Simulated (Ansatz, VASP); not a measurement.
**CdTe: VASP beside Ansatz**

```xyz
2
Lattice="0.0000 3.2050 3.2050 3.2050 0.0000 3.2050 3.2050 3.2050 0.0000" Properties=species:S:1:pos:R:3 pbc="T T T"
Te    4.8075    4.8075    4.8075
Cd    0.0000    0.0000    0.0000
```

Alike in both runs: task single point; functional PBE; k mesh 7 × 7 × 7; occupations gaussian, width 0.011 eV; no spin polarisation.

|  | VASP | Ansatz |
| --- | --- | --- |
| version | VASP 6.6.1 | Ansatz 0.2.0 |
| potentials or method | VASP PAW PBE potentials, release 64 (Te, Cd) | Ansatz PAW |
| plane-wave cutoff (eV) | 520 | 420 |
| valence electrons in the cell | 18 | 36 |

Ansatz gave:

```
gap on the k mesh at the Fermi level (eV) : 0.87
least direct gap on the mesh (eV)         : 0.87
pressure (GPa)                            : 4.2
```

Task: What did VASP give for the same quantities?

Result: gap on the k mesh at the Fermi level (eV): 0.87; least direct gap on the mesh (eV): 0.87; pressure (GPa): 4.4.

The two sets of potentials don't hold the same shells in valence.

Caveats: spin-orbit coupling is left out, which moves the levels of the heavy elements; odd divisions of the mesh miss points on the zone boundary, where band edges often lie, so the gap on the mesh can be too wide (Ansatz). As with any semilocal functional, this PBE gap is likely too small.
